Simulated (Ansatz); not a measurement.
MnSn2: band structure with PBEsol

MnSn2:

```
Sn Mn
1.0
    -3.32950    3.32950    2.72350
     3.32950   -3.32950    2.72350
     3.32950    3.32950   -2.72350
Sn Mn
4 2
Direct
  0.83770 0.66230 0.50000
  0.33770 0.83770 0.17540
  0.16230 0.33770 0.50000
  0.66230 0.16230 0.82460
  0.75000 0.75000 0.00000
  0.25000 0.25000 0.00000
```

```json
{
 "Program": "Ansatz 0.2.0",
 "Task": "band structure",
 "Functional": "PBEsol",
 "Potentials or basis": "Ansatz PAW",
 "Cutoff": "420 eV (not typed: the program's choice for these potentials)",
 "k mesh": "6 × 6 × 6",
 "Occupations": "fermi-dirac, width 0.05 eV",
 "Spin": "collinear spin, ferromagnetic start",
 "Starting moments": "[0.0, 0.0, 0.0, 0.0, 4.0, 4.0] μB",
 "Path": "[[\"G\", \"X\", \"M\", \"G\", \"Z\", \"P\", \"N\", \"Z1\", \"M\"], [\"X\", \"P\"]]",
 "Points for each segment of the path": "14"
}
```

```
Pressure               : -5.5 GPa
Largest force          : 0.212 eV/Å
Band gap on the k mesh : none (metal or under the smearing width)
Net moment             : 4.47 μB per cell
Absolute moment        : 5.77 μB per cell
Site moments           : Sn -0.08; Mn +2.48 μB
```

Forces in eV/Å, atoms in the order of the input:
```
Sn   0.150 -0.150  0.000
Sn  -0.150 -0.150  0.000
Sn  -0.150  0.150  0.000
Sn   0.150  0.150  0.000
Mn   0.000  0.000  0.000
Mn   0.000  0.000  0.000
```

Levels at the corners of the path, in eV from the Fermi level:
Spin up:
| point | band 43 | band 44 | band 45 | band 46 | band 47 | band 48 |
| --- | --- | --- | --- | --- | --- | --- |
| Γ | -1.54 | -1.15 | -0.95 | -0.95 | 0.01 | 0.03 |
| X | -1.44 | -1.03 | -0.95 | 0.28 | 0.78 | 0.84 |
| M | -1.02 | 0.12 | 0.31 | 1.46 | 2.41 | 2.46 |
| Γ | -1.54 | -1.15 | -0.95 | -0.95 | 0.01 | 0.03 |
| Z | -1.10 | 0.07 | 0.26 | 0.91 | 1.10 | 1.10 |
| P | -0.94 | -0.94 | 0.37 | 0.37 | 0.86 | 0.86 |
| N | -1.14 | -1.14 | -0.02 | -0.02 | 1.66 | 1.66 |
| Z1 | -1.10 | 0.07 | 0.26 | 0.91 | 1.10 | 1.10 |
| M | -1.02 | 0.12 | 0.31 | 1.46 | 2.41 | 2.46 |
| X | -1.44 | -1.03 | -0.95 | 0.28 | 0.78 | 0.84 |
| P | -0.94 | -0.94 | 0.37 | 0.37 | 0.86 | 0.86 |
Spin down:
```csv
point,band 38,band 39,band 40,band 41,band 42,band 43
Γ,-2.15,-1.84,-1.60,-0.86,-0.61,0.24
X,-1.88,-1.58,-0.67,-0.07,0.08,0.48
M,-0.66,-0.32,-0.12,0.63,0.83,1.46
Γ,-2.15,-1.84,-1.60,-0.86,-0.61,0.24
Z,-0.55,-0.29,0.55,0.55,1.01,1.01
P,-1.61,-0.98,-0.98,0.04,0.04,0.39
N,-0.83,-0.44,-0.44,0.40,0.40,0.94
Z1,-0.55,-0.29,0.55,0.55,1.01,1.01
M,-0.66,-0.32,-0.12,0.63,0.83,1.46
X,-1.88,-1.58,-0.67,-0.07,0.08,0.48
P,-1.61,-0.98,-0.98,0.04,0.04,0.39
```

It took 19 s on 2 threads of AMD EPYC 9R45 96-Core Processor (Zen 5), on a shared host, peak memory 1 GiB.

Caveat: spin-orbit coupling is left out, which moves the levels of the heavy elements; the PAW data sets come from PBE, with cores solved anew for the run's functional, which leaves a small shift of forces and pressure.
